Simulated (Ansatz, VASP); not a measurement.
# Two plane-wave programs on Ta2C

INCAR

```
PREC     = Accurate       # precision mode
ENCUT    = 600            # plane-wave cutoff, eV
EDIFF    = 1E-7           # SCF threshold, eV
ISMEAR   = 0              # smearing method
SIGMA    = 0.1            # smearing width, eV
LREAL    = F              # projectors in reciprocal space
LASPH    = T              # aspherical terms in the spheres
NELM     = 80             # most SCF steps
ALGO     = Fast           # electronic algorithm
ISIF     = 3              # what is computed and relaxed
LWAVE    = F              # write WAVECAR
LCHARG   = F              # write CHGCAR
GGA      = PS             # functional
IBRION   = 2              # ionic algorithm
NSW      = 100            # ionic steps
EDIFFG   = -0.005         # ionic threshold
```

The input KPOINTS:

```
regular mesh
0
Gamma
  15 15 8
```

The input POSCAR:

```
Ta2C
1.0
    3.1059000000      0.0000000000      0.0000000000
   -1.5529500000      2.6897883016      0.0000000000
    0.0000000000      0.0000000000      4.9464000000
Ta C
2 1
Direct
    0.3333333333      0.6666666667      0.2520100000
    0.6666666667      0.3333333333      0.7479900000
    0.0000000000      0.0000000000      0.0000000000
```

Input for Ansatz:

```yaml
crystal:
  lattice:
    - [3.1059, 0.0, 0.0]
    - [-1.55295, 2.6897883016, 0.0]
    - [0.0, 0.0, 4.9464]
  atoms:
    - { symbol: Ta, position: [0.3333333333, 0.6666666667, 0.25201] }
    - { symbol: Ta, position: [0.6666666667, 0.3333333333, 0.74799] }
    - { symbol: C, position: [0.0, 0.0, 0.0] }
basis:
  ecutwfc: 420
kpoints:
  mp_grid: { grid: [15, 15, 8] }
hamiltonian:
  xc: pbesol
scf:
  occupations: { method: gaussian, width: 0.1 }
output:
  forces: true
  stress: true
  eigenvalues: true
  write_density: true
  write_potential: true
  elf: true
  volumetric_format: npy
relax:
  adjacent_minimum: "off"
  f_tol: 0.005
  max_steps: 80
  cell: { stress_tol: 0.05 }
```

Alike in both runs: task relaxation of cell and atoms; functional PBEsol; k mesh 15 × 15 × 8; occupations gaussian, width 0.1 eV; no spin polarisation.

```csv
,VASP,Ansatz
version,VASP 6.6.1,Ansatz 0.2.0
potentials or method,"VASP PAW PBE potentials, release 64 (Ta_pv, C)","scalar-relativistic, plane waves, PAW"
plane-wave cutoff (eV),600,420
valence electrons in the cell,26,30
```

```csv
,VASP,Ansatz,Ansatz less VASP
"gap on the k mesh at the Fermi level, each at its own relaxed structure (eV)",none,none,-
relaxed volume (Å³/atom),13.63,13.61,-0.018
relaxed cell length with the largest relative difference (Å),3.096,3.095,-0.0015
energy change over the relaxation (meV/atom),-1,-2,-0.3
```

A gap of «none» marks a metal or a gap that the smearing closes. The two sets of potentials don't hold the same shells in valence.

Caveats: the PAW data sets were made with another functional, which shifts forces and pressure a little (VASP). Spin-orbit coupling is left out, which matters for the levels of Ta.
